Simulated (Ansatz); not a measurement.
Crystal: PtS2.

```
Pt S
1.0
     3.54320    0.00000    0.00000
    -1.77160    3.06850    0.00000
     0.00000    0.00000    5.03880
Pt S
1 2
Direct
  0.00000 0.00000 0.00000
  0.66667 0.33333 0.77300
  0.33333 0.66667 0.22700
```

Base run:

| Property | Result |
| --- | --- |
| Program | Ansatz 0.2.0 |
| Functional | HF |
| Potentials or basis | Ansatz PAW |
| Cutoff | 420 eV (not typed: the program's choice for these potentials) |
| k mesh | 5 × 5 × 3 |
| Occupations | fermi-dirac, width 0.05 eV |
| Spin | no spin polarisation |

Its results: band gap on the k mesh 7.54 eV, indirect (least direct gap 8.28 eV); pressure 11.7 GPa; largest force 1.183 eV/Å.

Task: The run is repeated on the same cell with these changes: functional from HF to r2SCAN0; cutoff from 420 eV (not typed: the program's choice for these potentials) to 500 eV (not typed: the program's choice for these potentials). What comes out?

Result: Band gap on the k mesh 2.69 eV, indirect (least direct gap 2.98 eV); pressure 5.7 GPa; largest force 0.897 eV/Å.

Caveats: the k mesh misses the band edges, so the gap on the mesh is wider than the one along the path; spin-orbit coupling is left out, which moves the levels of the heavy elements; the PAW data sets come from PBE, with cores solved anew for the run's functional, which leaves a small shift of forces and pressure; the thresholds are loose for stress; forces of over 1 eV/Å show positions far from the minimum, so gaps and moduli don't describe the material at rest (some runs).
